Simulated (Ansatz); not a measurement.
Run this with the Ansatz DFT code, driven from Python and show what comes out.

Input file `ba.cif`:
```cif
data_Ba
_cell_length_a 4.571679
_cell_length_b 4.571679
_cell_length_c 4.571679
_cell_angle_alpha 60.00000
_cell_angle_beta 60.00000
_cell_angle_gamma 60.00000
_symmetry_space_group_name_H-M 'P 1'
_symmetry_Int_Tables_number 1
loop_
_symmetry_equiv_pos_as_xyz
'x, y, z'
loop_
_atom_site_label
_atom_site_type_symbol
_atom_site_fract_x
_atom_site_fract_y
_atom_site_fract_z
Ba1 Ba    0.000000    0.000000    0.000000
```

`plan_ba.py`
```python
"""What the engine would do for Ba, without solving."""

from dataclasses import replace

import ansatz as az
from ase.io import read

FUNCTIONAL = "LDA"
SMEARING = "fermi_dirac"
SIGMA = 0.1

atoms = read("ba.cif")
crystal = az.Crystal.from_ase(atoms)

base = (
    crystal.calculation()
    .functional(FUNCTIONAL)
    .basis(19 * az.Ha)
    .kpoints(6)
    .occupations(SMEARING, width=SIGMA)
)
for repeats in [(1, 1, 1), (2, 1, 1), (2, 2, 1)]:
    told = replace(base, crystal=crystal.supercell(*repeats)).session().plan(dry_run=True).describe()
    print(repeats, "bands", told.n_bands, "plane waves", tuple(told.n_pw_range), "k-points", len(told.kweights), "grid", tuple(told.fft_dense), "symmetry operations", told.n_sym_ops)
```

```console
$ python plan_ba.py
(1, 1, 1) bands 9 plane waves (1772, 1821) k-points 16 grid (36, 36, 36) symmetry operations 48
(2, 1, 1) bands 14 plane waves (3574, 3640) k-points 32 grid (72, 36, 36) symmetry operations 24
(2, 2, 1) bands 24 plane waves (7148, 7257) k-points 52 grid (72, 72, 36) symmetry operations 32
```

The structure comes from a database and needn't be a stable phase.
